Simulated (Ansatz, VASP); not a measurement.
# Two plane-wave programs on MgO

```xyz
2
Lattice="0.0000 2.3101 2.3101 2.3101 0.0000 2.3101 2.3101 2.3101 0.0000" Properties=species:S:1:pos:R:3 pbc="T T T"
Mg    0.0000    0.0000    0.0000
O     3.4651    3.4651    3.4651
```

Alike in both runs: task relaxation of cell and atoms; functional PBE; k mesh 8 × 8 × 8; occupations gaussian, width 0.02 eV; no spin polarisation.

|  | VASP | Ansatz |
| --- | --- | --- |
| version | VASP 6.6.1 | Ansatz 0.2.0 |
| potentials or method | VASP PAW PBE potentials, release 64 (Mg, O) | scalar-relativistic, plane waves, PAW |
| plane-wave cutoff (eV) | 600 | 420 |
| valence electrons in the cell | 8 | 16 |

|  | VASP | Ansatz | Ansatz less VASP |
| --- | --- | --- | --- |
| gap on the k mesh at the Fermi level, each at its own relaxed structure (eV) | 3.49 | 3.48 | -0.013 |
| relaxed volume (Å³/atom) | 12.20 | 12.27 | +0.064 |
| relaxed cell length with the largest relative difference (Å) | 3.256 | 3.262 | +0.0057 |

The two sets of potentials don't hold the same shells in valence.
